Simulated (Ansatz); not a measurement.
# Ti3Al5: the cost of one run

Method: DFT PBEsol, scalar-relativistic, plane waves, PAW, in Ansatz 0.2.0.

1 further run of the same task is left out (set aside as unsound or not needed). Runs told in other sessions of the task aren't counted.

## 1. The system as given

It takes space group P4/mmm (No. 123, tetragonal). Conventional cell: a = 3.883 Å, b = 3.883 Å, c = 8.297 Å, α = 90.00°, β = 90.00°, γ = 90.00°. Ti (site symmetry 4/mmm) is surrounded by 4 Ti at 2.75 Å and 8 Al at 2.83 Å. Around Ti (site symmetry 4/mmm) lie 12 Al at 2.75 to 2.86 Å. Al (site symmetry 2mm) has 6 Al at 2.75 to 2.86 Å and 6 Ti at 2.83 to 2.86 Å in its first shell of neighbours. Al (site symmetry 4/mmm) has 4 Ti at 2.75 Å and 8 Al at 2.86 Å in its first shell of neighbours.

Structure file:

```xyz
8
Lattice="3.8833 0.0000 0.0000 0.0000 3.8833 0.0000 0.0000 0.0000 8.2969" Properties=species:S:1:pos:R:3 pbc="T T T"
Ti    0.0000    0.0000    4.1484
Ti    1.9416    1.9416    0.0000
Ti    1.9416    1.9416    4.1484
Al    0.0000    1.9416    2.0937
Al    0.0000    1.9416    6.2032
Al    1.9416    0.0000    2.0937
Al    1.9416    0.0000    6.2032
Al    0.0000    0.0000    0.0000
```

It goes back to an entry of the Materials Project, which need not be the stable form.

This cell was relaxed beforehand with the same method: volume 15.64 Å³/atom, gap on the mesh none (metal).

## 2. The reference cell

Reference values: F = -10047.6971 eV; pressure -0.01 GPa; largest force 0.002 eV/Å; gap on the mesh none (metal). It was computed beforehand with the settings of the runs below.

## 3. Next: a strain scan

The cell is strained by ε times the Voigt pattern (0, 0, 0, 0, 0, 1) (xx, yy, zz, yz, xz, xy; engineering shear), with fractional coordinates fixed (clamped ions). The stress on the pattern is the sum of the stress components weighted by it, tension positive.

## 4. ε = -0.1000

Contents of input.yaml:

```yaml
crystal:
  lattice:
    - [3.88329512, -0.194164756, 0.0]
    - [-0.194164756, 3.88329512, 0.0]
    - [0.0, 0.0, 8.2968849545]
  atoms:
    - { symbol: Ti, position: [0.0, 0.0, 0.5] }
    - { symbol: Ti, position: [0.5, 0.5, 0.0] }
    - { symbol: Ti, position: [0.5, 0.5, 0.5] }
    - { symbol: Al, position: [0.0, 0.5, 0.2523516175] }
    - { symbol: Al, position: [0.0, 0.5, 0.7476483825] }
    - { symbol: Al, position: [0.5, 0.0, 0.2523516175] }
    - { symbol: Al, position: [0.5, 0.0, 0.7476483825] }
    - { symbol: Al, position: [0.0, 0.0, 0.0] }
basis:
  ecutwfc: 420
kpoints:
  mp_grid: { grid: [10, 10, 6] }
hamiltonian:
  xc: pbesol
scf:
  occupations: { method: gaussian, width: 0.15 }
output:
  forces: true
  stress: true
  eigenvalues: true
```

The run is started by

```sh
$ ansatz run input.yaml --threads 2 --pin off --max-ram 5120MiB --backend cpu --events-out ev --progress --plain --runs-dir out
```

**Question.** How long does this run take on 2 threads of Intel Xeon 6975P-C (Granite Rapids), shared host, and how much memory does it need?

About 7.9 s, with a peak of 0.7 GiB.
